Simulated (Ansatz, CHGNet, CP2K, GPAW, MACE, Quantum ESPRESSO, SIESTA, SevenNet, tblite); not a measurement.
**ScB2(011) slab (81 atoms) in SIESTA**

Aim: run ScB2(011) slab (81 atoms) in SIESTA and see how near its forces come to a plane-wave reference, and at what cost.

Calculated with SIESTA 5.4.2; the method is named at each step.

## (1) The starting structure

The cell holds 81 atoms: 27 Sc and 54 B. Cell: a = 9.450 Å, b = 14.171 Å, c = 19.031 Å, α = 90.0°, β = 90.0°, γ = 70.5°. It derives from ScB2 (P6/mmm (measured, COD)). P6/mmm (COD entry) ScB2 (cell 3.15, 3.15, 3.52, 90, 90, 120), (011) slab of 3 repeat layers, 3 x 3 surface cells, 14 Å of vacuum; atoms within 1.94 Å of the bottom held; every coordinate displaced by a Gaussian of 0.09 Å. Then every atom was moved at random, 0.05 Å r.m.s. a Cartesian component. Vacuum lies along c.

The yardstick, on the same geometry:

* method: Kohn-Sham DFT, PBE, SSSP efficiency 1.3.0 pseudopotentials, plane waves (Quantum ESPRESSO 7.5); sssp-pbe-1.3.0-efficiency, cutoffs 60/480 Ry, Γ point
* r.m.s. force component: 1.457 eV/Å
* longest force: 4.955 eV/Å
* time: 6.4 min on 4 MPI ranks of Arm Neoverse V2, shared host
* CPU time: 26 min

## (2) PBE, DZP, shift 0.01 Ry, mesh 500 Ry

Method: Kohn-Sham DFT, PBE, PseudoDojo 0.4.1 norm-conserving pseudopotentials (converted to PSML), numerical atomic orbitals (DZP), diagonalisation.

The .psml files are PseudoDojo norm-conserving potentials that we converted to this format, checked against plane waves on the same files for H, C, O, Si, Ge and Ca alone.

input.fdf

```
SystemLabel cell
NumberOfAtoms 81
NumberOfSpecies 2
%block ChemicalSpeciesLabel
  1 21 Sc
  2 5 B
%endblock ChemicalSpeciesLabel
LatticeConstant 1.0 Ang
%block LatticeVectors
  9.45000 0.00000 0.00000
  4.72500 13.36003 0.00000
  0.00000 0.00000 19.03125
%endblock LatticeVectors
PAO.BasisSize DZP
PAO.EnergyShift 0.01 Ry
XC.Functional GGA
XC.Authors PBE
MeshCutoff 500 Ry
%block kgrid_Monkhorst_Pack
  1 0 0 0.0
  0 1 0 0.0
  0 0 1 0.0
%endblock kgrid_Monkhorst_Pack
SolutionMethod diagon
OccupationFunction FD
ElectronicTemperature 580 K
SCF.Mixer.Method Pulay
SCF.Mixer.Weight 0.05
SCF.Mixer.History 8
SCF.Mix Hamiltonian
MaxSCFIterations 300
SCF.DM.Tolerance 1e-04
SCF.H.Tolerance 1.0e-3 eV
WriteForces T
Write.HirshfeldPop T
Write.VoronoiPop T
Write.DM F
Write.H F
XML.Write F
AtomicCoordinatesFormat Fractional
%block AtomicCoordinatesAndAtomicSpecies
  0.97911 0.33541 0.38429 1
  0.91489 0.16950 0.40660 2
  0.08147 0.13603 0.36871 2
  0.09520 0.12749 0.50046 1
  0.00421 0.30361 0.52574 2
  0.84690 0.26202 0.48460 2
  0.85035 0.23983 0.61339 1
  0.08207 0.10459 0.62475 2
  0.97674 0.05188 0.60039 2
  0.31373 0.31974 0.38159 1
  0.21259 0.19567 0.40070 2
  0.42324 0.14234 0.36748 2
  0.40572 0.12328 0.50756 1
  0.32281 0.29628 0.51325 2
  0.18790 0.27014 0.48045 2
  0.18801 0.25433 0.61369 1
  0.43266 0.10438 0.63950 2
  0.29734 0.04654 0.59208 2
  0.99440 0.67169 0.39430 1
  0.91009 0.50740 0.40636 2
  0.07095 0.48488 0.36475 2
  0.09337 0.45976 0.49624 1
  0.99424 0.63299 0.51967 2
  0.85133 0.60098 0.48075 2
  0.87657 0.56585 0.60968 1
  0.09819 0.43397 0.63383 2
  0.94546 0.38523 0.59094 2
  0.66065 0.32928 0.38829 1
  0.54370 0.17951 0.41053 2
  0.75538 0.13389 0.36954 2
  0.76732 0.11916 0.50853 1
  0.66047 0.29661 0.51961 2
  0.52412 0.25606 0.48953 2
  0.55187 0.23895 0.60925 1
  0.77536 0.09450 0.63660 2
  0.61802 0.04202 0.60724 2
  0.32675 0.66483 0.38051 1
  0.24180 0.50933 0.40305 2
  0.42477 0.46838 0.36909 2
  0.43057 0.44572 0.50294 1
  0.33827 0.64166 0.50748 2
  0.21175 0.59585 0.47409 2
  0.20456 0.57967 0.61568 1
  0.42554 0.42495 0.63023 2
  0.27993 0.39610 0.59261 2
  0.98814 0.99897 0.38178 1
  0.90193 0.83680 0.40465 2
  0.07829 0.81173 0.35967 2
  0.12310 0.77101 0.49808 1
  0.98610 0.98141 0.51963 2
  0.85208 0.93962 0.48072 2
  0.86678 0.91777 0.61552 1
  0.08850 0.77676 0.63054 2
  0.93567 0.71717 0.58648 2
  0.64618 0.66935 0.39167 1
  0.55568 0.51201 0.40544 2
[... 21 atom lines left out ...]
  0.52390 0.93528 0.47467 2
  0.53029 0.91249 0.60584 1
  0.76165 0.76162 0.64135 2
  0.64895 0.72361 0.59622 2
%endblock AtomicCoordinatesAndAtomicSpecies
```

On the command line:

```console
$ OMP_NUM_THREADS=1 mpirun -np 2 siesta < input.fdf > output.txt
```

Log:

```text
Version         : 5.4.2
reinit: System Name:
reinit: System Label: cell
initatom: Reading input for the pseudopotentials and atomic orbitals ----------
Species number:   1 Atomic number:   21 Label: Sc
Species number:   2 Atomic number:    5 Label: B
Ground state valence configuration (from tables):   4s02  4p00  3d01  4f00
Ground state valence configuration (from tables):   2s02  2p01  3d00  4f00
---- Processing specs for species: Sc
GGA--PBE XC_GGA_X_PBE--XC_GGA_C_PBE pb
Semicore shell(s) with  8 electrons included in the valence for Sc
---- Processing specs for species: B
GGA--PBE XC_GGA_X_PBE--XC_GGA_C_PBE pb
Semicore shell(s): 3s 3p
Fallback to non-perturbative polarization scheme for Sc
Please see the manual if this is not desired in principle
Sc pseudopotential only contains V_ls up to l=2 -- lmxkb reset.
B pseudopotential only contains V_ls up to l=1 -- lmxkb reset.
Using PAO.SplitTailNorm
%block ChemicalSpeciesLabel
    1   21 Sc                      # Species index, atomic number, species label
    2    5 B                       # Species index, atomic number, species label
%endblock ChemicalSpeciesLabel
%block PAO.Basis                 # Define Basis set
Sc                    5                    # Species label, number of l-shells
 n=3   0   1                         # n, l, Nzeta
   2.997
   1.000
 n=4   0   2                         # n, l, Nzeta
   7.953      5.996
   1.000      1.000
 n=3   1   1                         # n, l, Nzeta
   3.380
   1.000
 n=4   1   1                         # n, l, Nzeta
   7.953
   1.000
 n=3   2   2                         # n, l, Nzeta
   5.796      3.913
   1.000      1.000
B                     2                    # Species label, number of l-shells
 n=2   0   2                         # n, l, Nzeta
   5.254      3.670
   1.000      1.000
 n=2   1   2 P   1                   # n, l, Nzeta, Polarization, NzetaPol
   6.393      4.475
   1.000      1.000
%endblock PAO.Basis
coor:   Atomic-coordinates input format  =     Fractional
siesta: System type = slab
initatomlists: Number of atoms, orbitals, and projectors:     81  1215   918
siesta: ******************** Simulation parameters ****************************
Total number of electrons:   459.000000
Total ionic charge:   459.000000
 Kpoints in:            1 . Kpoints trimmed:            1
siesta: k-grid: Number of k-points = 1
siesta: k-points from Monkhorst-Pack grid
siesta: k-cutoff (effective) =     4.725 Ang
siesta: k-point supercell and displacements
siesta: k-grid:     1     0     0      0.000
siesta: k-grid:     0     1     0      0.000
siesta: k-grid:     0     0     1      0.000
                     ====================================
                        Single-point calculation
                     ====================================
outcell: Unit cell vectors (Ang):
        9.450000    0.000000    0.000000
        4.725000   13.360030    0.000000
        0.000000    0.000000   19.031250
outcell: Cell vector modules (Ang)   :    9.450000   14.170957   19.031250
outcell: Cell angles (23,13,12) (deg):     90.0000     90.0000     70.5230
outcell: Cell volume (Ang**3)        :   2402.7388
Gamma-point calculation with multiply-connected orbital pairs
Gamma-point calculation with multiply-connected orbital pairs
Folding of H and S implicitly performed
Folding of H and S implicitly performed
new_DM -- step:     1
Initializing Density Matrix...
Attempting to read DM from file... Failed...
DM filled with atomic data:
InitMesh: MESH = 120 x 180 x 256 = 5529600
InitMesh: Mesh cutoff (required, used) =   500.000   500.089 Ry
stepf: Fermi-Dirac step function
        iscf     Eharris(eV)        E_KS(eV)     FreeEng(eV)     dDmax    Ef(eV) dHmax(eV)
   scf:    1   -39241.123268   -39752.607001   -39752.919915  1.799701 -6.457156 15.677859
   scf:    2   -39817.099811   -39787.554657   -39787.919865  0.074941 -6.204774 11.913325
   scf:    3   -39867.843028   -39837.150665   -39837.495202  0.135440 -5.659864  5.312243
   scf:    4   -39860.207779   -39850.098519   -39850.442192  0.054399 -5.499073  4.085672
   scf:    5   -39865.206886   -39860.926298   -39861.234496  0.062611 -5.317161  1.567266
   scf:    6   -39861.671575   -39861.401209   -39861.700603  0.011351 -5.264689  1.415484
[...]
scf:   26   -39862.488058   -39862.488068   -39862.799030  0.000117 -5.062018  0.001262
   scf:   27   -39862.488062   -39862.488065   -39862.799031  0.000151 -5.062270  0.000747
   scf:   28   -39862.488062   -39862.488064   -39862.799031  0.000068 -5.062429  0.000616
SCF Convergence by DM+H criterion
max |DM_out - DM_in|         :     0.0000683842
max |H_out - H_in|      (eV) :     0.0006158042
SCF cycle converged after 28 iterations
Using DM_out to compute the final energy and forces
siesta: E_KS(eV) =           -39862.4881
siesta: E_KS - E_eggbox =    -39862.4881
siesta: Atomic forces (eV/Ang):
     1   -0.225751   -0.681190   -0.143292
     2   -2.875575    1.544650    0.016688
     3    1.536332    0.789532    1.425660
     4   -0.896181   -1.188718    0.046975
     5   -1.072393   -0.286305   -2.098755
     6    1.230814    0.242803   -0.791948
[...]
79   -0.380134   -1.065329    1.262830
    80    2.128188    0.699015   -1.628097
    81   -3.469494   -1.120026   -0.568771
----------------------------------------
   Tot   -0.002676    0.011748   -0.007078
----------------------------------------
   Max    5.524933
   Res    1.509631    sqrt( Sum f_i^2 / 3N )
----------------------------------------
   Max    5.524933    constrained
Stress tensor Voigt[x,y,z,yz,xz,xy] (kbar):       -4.49        5.22       20.23       -4.00       -3.91       -0.96
(Free)E + p*V (eV/cell)   -39873.2772
Target enthalpy (eV/cell)   -39862.7990
siesta: Program's energy decomposition (eV):
siesta: Ebs     =    -10319.300410
siesta: Eions   =     62935.841011
siesta: Ena     =     12687.937219
siesta: Ekin    =     15928.943129
siesta: Enl     =      1846.174676
siesta: DEna    =       326.851952
siesta: DUscf   =        25.307038
siesta: Ex      =     -7132.874449
siesta: Ec      =      -608.986618
siesta: Exc     =     -7741.861067
siesta: Eharris =    -39862.488062
siesta: Etot    =    -39862.488064
siesta: FreeEng =    -39862.799031
siesta: Final energy (eV):
siesta:  Band Struct. =  -10319.300410
siesta:       Kinetic =   15928.943129
siesta:       Hartree =  111519.976443
siesta:         Exch. =   -7132.874449
siesta:         Corr. =    -608.986618
siesta:   Exch.-corr. =   -7741.861067
siesta:  Ion-electron = -241131.433307
siesta:       Ion-ion =   81561.886738
siesta:         Total =  -39862.488064
siesta:         Fermi =      -5.062429
siesta: Stress tensor (static) (eV/Ang**3):
siesta:    -0.002802   -0.000596   -0.002440
siesta:    -0.000596    0.003257   -0.002494
siesta:    -0.002441   -0.002494    0.012628
siesta: Cell volume =       2402.738770 Ang**3
siesta: Pressure (static):
siesta:                Solid            Molecule  Units
siesta:          -0.00004750          0.00007316  Ry/Bohr**3
siesta:          -0.00436095          0.00671729  eV/Ang**3
siesta:          -6.98700845         10.76228747  kBar
    Orbital volume contribution        =          66.011344 eV
    (Free)E + p_basis*V_orbitals       =      -39796.787687 eV
    (Free)Eharris+ p_basis*V_orbitals  =      -39796.787686 eV
siesta: Electric dipole (a.u.)  =   -0.000000   -0.000000   -0.303938
siesta: Electric dipole (Debye) =   -0.000000   -0.000000   -0.772534
Hirshfeld Atomic Populations:
Atom #   charge [q] valence [e]  Species
     1     0.306373   10.693627  Sc
     2    -0.143036    3.143036  B
     3    -0.157866    3.157866  B
     4     0.209507   10.790493  Sc
     5    -0.112042    3.112042  B
     6    -0.110997    3.110997  B
     7     0.295223   10.704777  Sc
     8    -0.133585    3.133585  B
     9    -0.163654    3.163654  B
    10     0.315236   10.684764  Sc
[...]
13     0.220180   10.779820  Sc
[...]
16     0.311208   10.688792  Sc
[...]
73     0.306328   10.693672  Sc
[...]
76     0.200525   10.799475  Sc
[...]
78    -0.130736    3.130736  B
    79     0.254517   10.745483  Sc
    80    -0.119772    3.119772  B
    81    -0.118388    3.118388  B
--------------------
 Total    -0.000031
```

It took 8.9 min on 2 MPI ranks of Arm Neoverse V2, shared host; peak memory 3 GiB.

Banners and routine set-up lines are dropped from the logs; longer cuts are marked.

Numbers from this run, and their distance from the reference:

* r.m.s. force component: 1.51 eV/Å
* r.m.s. difference of force components: 169.9 meV/Å
* longest difference of force vectors: 956.6 meV/Å
* force difference over r.m.s. force: 11.65 %
* slope of forces against the reference's: 1.03
* correlation of force components: 0.9941

Length of the force difference by element (eV/Å):

```
element  atoms   mean  most
      B     54   0.29  0.96
     Sc     27  0.086  0.15
```

The surroundings of B47, picked at random, nearest first, numbered as they follow in the input and with coordinates relative to it.

```
atom      x      y      z  distance (Å)  bonds  Hirshfeld charge (e)     Fx     Fy  Fz (eV/Å)
 B47   0.00   0.00   0.00          0.00      8                 -0.14  -0.27   2.19      -0.62
 B48   1.55  -0.33  -0.86          1.80      6                 -0.14   0.60  -0.39       3.04
 B75  -1.70  -0.39  -0.62          1.85      6                 -0.13   1.70  -0.48       1.43
 B51   0.01   1.37   1.45          2.00      9                 -0.11   0.53  -0.78      -0.44
Sc19   0.09  -2.21  -0.20          2.22      9                  0.26  -0.83  -2.12      -1.98
Sc76  -1.61  -0.76   1.73          2.48     12                  0.20   0.39   1.32       0.34
Sc73  -1.62   2.04  -0.37          2.63      9                  0.31   0.40   1.29      -0.52
Sc49   1.78  -0.88   1.78          2.66     12                  0.21  -3.04   2.86       0.13
Sc46   1.58   2.17  -0.44          2.72      9                  0.29  -0.57  -0.63       0.10
```

Forces lie 12 % from the reference's, at 0.69 times its CPU time (on 2 against 4 cores).

The difference per atom is largest on B (0.29 eV/Å on average, against 0.086 on Sc).

## (3) PBE, TZP, shift 0.01 Ry, mesh 500 Ry

Method: Kohn-Sham DFT, PBE, PseudoDojo 0.4.1 norm-conserving pseudopotentials (converted to PSML), numerical atomic orbitals (TZP), diagonalisation.

Edit input.fdf of step 2 so:

```diff
@@ -13,3 +13,3 @@
 %endblock LatticeVectors
-PAO.BasisSize DZP
+PAO.BasisSize TZP
 PAO.EnergyShift 0.01 Ry
```

On the command line:

```console
$ OMP_NUM_THREADS=1 mpirun -np 4 siesta < input.fdf > output.txt
```

Log:

```text
Version         : 5.4.2
reinit: System Name:
reinit: System Label: cell
initatom: Reading input for the pseudopotentials and atomic orbitals ----------
Species number:   1 Atomic number:   21 Label: Sc
Species number:   2 Atomic number:    5 Label: B
Ground state valence configuration (from tables):   4s02  4p00  3d01  4f00
[... lines left out ...]
        iscf     Eharris(eV)        E_KS(eV)     FreeEng(eV)     dDmax    Ef(eV) dHmax(eV)
[... lines left out ...]
SCF Convergence by DM+H criterion
[... lines left out ...]
SCF cycle converged after 26 iterations
[... lines left out ...]
   Max    5.436906
[... lines left out ...]
   Max    5.436906    constrained
Stress tensor Voigt[x,y,z,yz,xz,xy] (kbar):       -1.03       10.85       22.86       -5.14       -3.89       -0.93
[... lines left out ...]
siesta: FreeEng =    -39866.144487
[... lines left out ...]
siesta:         Fermi =      -5.058484
[... lines left out ...]
siesta:          -0.00679866          0.00481507  eV/Ang**3
siesta:         -10.89265766          7.71458517  kBar
    Orbital volume contribution        =          82.486910 eV
    (Free)E + p_basis*V_orbitals       =      -39783.657577 eV
    (Free)Eharris+ p_basis*V_orbitals  =      -39783.657573 eV
siesta: Electric dipole (a.u.)  =   -0.000000   -0.000000   -0.301360
siesta: Electric dipole (Debye) =   -0.000000   -0.000000   -0.765980
Hirshfeld Atomic Populations:
Atom #   charge [q] valence [e]  Species
     1     0.308495   10.691505  Sc
     2    -0.143288    3.143288  B
     3    -0.159308    3.159308  B
     4     0.209269   10.790731  Sc
     5    -0.112078    3.112078  B
[...]
7     0.296817   10.703183  Sc
[...]
76     0.200221   10.799779  Sc
[...]
79     0.255756   10.744244  Sc
    80    -0.121173    3.121173  B
    81    -0.118504    3.118504  B
--------------------
 Total    -0.000038
```

The job ended after 5.9 min (4 MPI ranks; peak memory 3.8 GiB; 24 min of CPU time).

Against the reference:

```
r.m.s. force component                  : 1.494 eV/Å
r.m.s. difference of force components   : 157.2 meV/Å
longest difference of force vectors     : 842 meV/Å
force difference over r.m.s. force      : 10.79 %
slope of forces against the reference's : 1.019
correlation of force components         : 0.9946
```

Against the first run (12 %), the force difference from the reference is 11 %, at 1.3 times the CPU time (on 4 against 2 cores), with 1593 basis functions against 1215.

## (4) PBE, DZ, shift 0.01 Ry, mesh 500 Ry

Method: Kohn-Sham DFT, PBE, PseudoDojo 0.4.1 norm-conserving pseudopotentials (converted to PSML), numerical atomic orbitals (DZ), diagonalisation.

Edit input.fdf of step 3 so:

```diff
@@ -13,3 +13,3 @@
 %endblock LatticeVectors
-PAO.BasisSize TZP
+PAO.BasisSize DZ
 PAO.EnergyShift 0.01 Ry
```

On the command line:

```console
$ OMP_NUM_THREADS=1 siesta < input.fdf > output.txt
```

Log:

```text
Version         : 5.4.2
reinit: System Name:
reinit: System Label: cell
initatom: Reading input for the pseudopotentials and atomic orbitals ----------
Species number:   1 Atomic number:   21 Label: Sc
Species number:   2 Atomic number:    5 Label: B
Ground state valence configuration (from tables):   4s02  4p00  3d01  4f00
[... lines left out ...]
        iscf     Eharris(eV)        E_KS(eV)     FreeEng(eV)     dDmax    Ef(eV) dHmax(eV)
[... lines left out ...]
SCF Convergence by DM+H criterion
[... lines left out ...]
SCF cycle converged after 25 iterations
[... lines left out ...]
   Max    5.699066
[... lines left out ...]
   Max    5.699066    constrained
Stress tensor Voigt[x,y,z,yz,xz,xy] (kbar):       -4.09        5.46       19.62       -4.91       -3.98       -0.92
[... lines left out ...]
siesta: FreeEng =    -39852.193446
[... lines left out ...]
siesta:         Fermi =      -4.999321
[... lines left out ...]
siesta:          -0.00436532          0.00673957  eV/Ang**3
siesta:          -6.99401704         10.79797985  kBar
    Orbital volume contribution        =          44.552313 eV
    (Free)E + p_basis*V_orbitals       =      -39807.641133 eV
    (Free)Eharris+ p_basis*V_orbitals  =      -39807.641125 eV
siesta: Electric dipole (a.u.)  =   -0.000000   -0.000000   -0.331697
siesta: Electric dipole (Debye) =   -0.000000   -0.000000   -0.843090
Hirshfeld Atomic Populations:
Atom #   charge [q] valence [e]  Species
     1     0.311270   10.688730  Sc
     2    -0.141908    3.141908  B
     3    -0.160466    3.160466  B
     4     0.200497   10.799503  Sc
     5    -0.109399    3.109399  B
[...]
7     0.298183   10.701817  Sc
[...]
76     0.192030   10.807970  Sc
[...]
79     0.255714   10.744286  Sc
    80    -0.123392    3.123392  B
    81    -0.117766    3.117766  B
--------------------
 Total    -0.000048
```

Elapsed: 6.1 min, on 1 thread; peak memory 1.7 GiB.

Compared with the plane-wave run:

| Item | Value |
| --- | --- |
| r.m.s. force component | 1.553 eV/Å |
| r.m.s. difference of force components | 209.4 meV/Å |
| longest difference of force vectors | 1148 meV/Å |
| force difference over r.m.s. force | 14.37 % |
| slope of forces against the reference's | 1.058 |
| correlation of force components | 0.9923 |

This is a coarse setting, run to see what it loses.

Against the first run (12 %), the force difference from the reference is 14 %, at 0.35 times the CPU time (on 1 against 2 cores), with 864 basis functions against 1215: the smaller basis costs accuracy.

The difference per atom is largest on B (0.37 eV/Å on average, against 0.094 on Sc).

(Continued in part 2 of 2.)

[Long decimals in the printed logs are rounded to 6 places.]

[Also dropped from logs without a mark: lines with file paths, logging warnings of Python, QE's lines on negative density and diagonalisation, SIESTA's first energy breakdown, zero terms and Voronoi charges.]

[Logs are printed without paths, hosts, clocks, repeated set-up lines and the standing remarks that a program may print on its own settings, such as how far it seeks lower states.]

[Hosts, paths, dates, database ids (printed as entryN), source tags and the programs' standing remarks are cut or masked in the printed files.]

[Most failed runs of this program on this cell are left out, timed-out ones always.]

[Atoms that the run held fixed were not displaced.]
